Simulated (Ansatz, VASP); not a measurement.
One calculation of SnSe, two programs

The input INCAR:

```
SYSTEM = SnSe
PREC     = Accurate       ! precision mode
ENCUT    = 520            ! plane-wave cutoff, eV
EDIFF    = 1E-6           ! SCF threshold, eV
ISMEAR   = 0              ! smearing method
SIGMA    = 0.05           ! smearing width, eV
LREAL    = .FALSE.        ! projectors in reciprocal space
LASPH    = .TRUE.         ! aspherical terms in the spheres
NELM     = 100            ! most SCF steps
ALGO     = Normal         ! electronic algorithm
ISIF     = 2              ! what is computed and relaxed
LWAVE    = .FALSE.        ! write WAVECAR
LCHARG   = .FALSE.        ! write CHGCAR
GGA      = CA             ! functional
NBANDS   = 17             ! bands
```

KPOINTS

```
Automatic mesh
0
G
  8 8 8
  0 0 0
```

POSCAR

```
SnSe
1.0
    0.0000000000      3.0100000000      3.0100000000
    3.0100000000      0.0000000000      3.0100000000
    3.0100000000      3.0100000000      0.0000000000
Sn Se
1 1
Direct
   -0.0058729799      0.0000000000      0.0000000000
    0.5000000000      0.5000000000      0.5000000000
```

Input for Ansatz:

```yaml
crystal:
  lattice:
    - [0.0, 3.01, 3.01]
    - [3.01, 0.0, 3.01]
    - [3.01, 3.01, 0.0]
  atoms:
    - { symbol: Sn, position: [-0.0058729799, 0.0, 0.0] }
    - { symbol: Se, position: [0.5, 0.5, 0.5] }
basis:
  ecutwfc: 420
kpoints:
  mp_grid: { grid: [8, 8, 8] }
hamiltonian:
  xc: lda
scf:
  occupations: { method: gaussian, width: 0.05 }
output:
  forces: true
  stress: true
  eigenvalues: true
```

Change from the starting cell: all Sn atoms moved +0.025 Å, as atom 1 towards its neighbour atom 1 (Sn) at 4.257 Å.

Alike in both runs: task single point; functional LDA; k mesh 8 × 8 × 8; occupations gaussian, width 0.05 eV; no spin polarisation.

|  | VASP | Ansatz |
| --- | --- | --- |
| version | VASP 6.6.1 | Ansatz 0.2.0 |
| potentials or method | VASP PAW LDA potentials, release 64 (Sn_d, Se) | scalar-relativistic, plane waves, PAW |
| plane-wave cutoff (eV) | 520 | 420 |
| valence electrons in the cell | 20 | 30 |

Ansatz gave:

- gap on the k mesh at the Fermi level (eV): 0.61
- least direct gap on the mesh (eV): 0.61
- pressure (GPa): -3.4
- rms of the force components (eV/Å): 0.004

Question: Estimate VASP's values.

Answer: gap on the k mesh at the Fermi level (eV): 0.63; least direct gap on the mesh (eV): 0.63; pressure (GPa): -3.3; rms of the force components (eV/Å): 0.003.

Atom by atom the forces differ by 0.001 eV/Å (rms over components). The two sets of potentials don't hold the same shells in valence.

Caveats: spin-orbit coupling is left out, which moves the levels of the heavy elements. A k mesh can miss the band edges.
